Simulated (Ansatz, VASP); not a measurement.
# Two plane-wave programs on WC (Qusongite)

```
W C
1.0
     2.90650    0.00000    0.00000
    -1.45325    2.51710    0.00000
     0.00000    0.00000    2.83660
W C
1 1
Direct
  0.00000 0.00000 0.00000
  0.66667 0.33333 0.50000
```

Alike in both runs: task relaxation of cell and atoms; functional r2SCAN; k mesh 18 × 18 × 14; occupations gaussian, width 0.1 eV; no spin polarisation.

|  | VASP | Ansatz |
| --- | --- | --- |
| version | VASP 6.6.1 | Ansatz 0.2.0 |
| potentials or method | VASP PAW PBE potentials, release 64 (W_sv, C) | scalar-relativistic, plane waves, PAW |
| plane-wave cutoff (eV) | 600 | 500 |
| valence electrons in the cell | 18 | 18 |

Ansatz gave:

```
gap on the k mesh at the Fermi level, each at its own relaxed structure (eV) : none
relaxed volume (Å³/atom)                                                     : 10.41
relaxed cell length with the largest relative difference (Å)                 : 2.836
```

Q: What did VASP give for the same quantities?

A: gap on the k mesh at the Fermi level, each at its own relaxed structure (eV): none; relaxed volume (Å³/atom): 10.46; relaxed cell length with the largest relative difference (Å): 2.840.

A gap of «none» marks a metal or a gap that the smearing closes.

Caveats: the PAW data sets were made with another functional, which shifts forces and pressure a little (VASP). Spin-orbit coupling is left out, which matters for the levels of W. Zero-point motion and thermal expansion aren't in these numbers.
